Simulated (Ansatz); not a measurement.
## ZrN, one cell by several methods

```
CELL_PARAMETERS angstrom
0.00000 2.23855 2.28423
2.23855 0.00000 2.28423
2.23855 2.23855 0.00000
ATOMIC_POSITIONS crystal
Zr 0.00000 0.00000 0.00000
N 0.50000 0.50000 0.50000
```

Atoms are numbered in the order listed.

The geometry is COD entry 4303945, unchecked; take it as a test cell. The listed cell was then made from it by scaling, straining or moving an atom.

Spin polarisation is left out, and whether a magnetic state lies lower isn't shown here.

All numbers are computed: DFT, PBEsol, PAW with Ansatz's default frozen-core files, scalar-relativistic (Ansatz 0.2.0); DFT, PBEsol, all-electron PAW with datasets made for the crystal, scalar-relativistic (Ansatz 0.2.0); DFT, PBEsol, all-electron LAPW, scalar-relativistic (Ansatz 0.2.0).

For PAW: a Γ-centred 9×9×9 k mesh, Fermi–Dirac smearing of 0.01 eV, cutoff 420 eV, no spin polarisation; the PAW files were made with PBE, and the program remakes their frozen cores for this functional. The crystal-made all-electron datasets (AE datasets) take a cutoff of 340 eV at this cell. LAPW targets a basis error of 0.25 meV/atom. The Ansatz runs share mesh, smearing and spin set-up. Plane-wave (PAW) pressures include the program's estimate of the Pulay term.

Stress and pressure are positive in compression.

The change that made this cell: equal xx and yy strain of -2 %.

No spin–orbit coupling: at heavy atoms the gradients can be off by tens of per cent for that reason.

In a metal, gradients converge slowly with the k mesh: the values move by tens of per cent from one mesh to another, at times in sign, so only the comparison on one mesh counts.

| quantity | PAW | AE datasets | LAPW |
| --- | --- | --- | --- |
| pressure (GPa) | 8.76 | 8.79 | 8.78 |
| stress xx (GPa) | 12.02 | 12.04 | 12.04 |
| stress zz (GPa) | 2.23 | 2.28 | 2.27 |
| field gradient Vzz at Zr1 (10²¹ V/m²) | 3.76 | 3.78 | – |
| field gradient Vzz at N2 (10²¹ V/m²) | 0.72 | 0.71 | – |
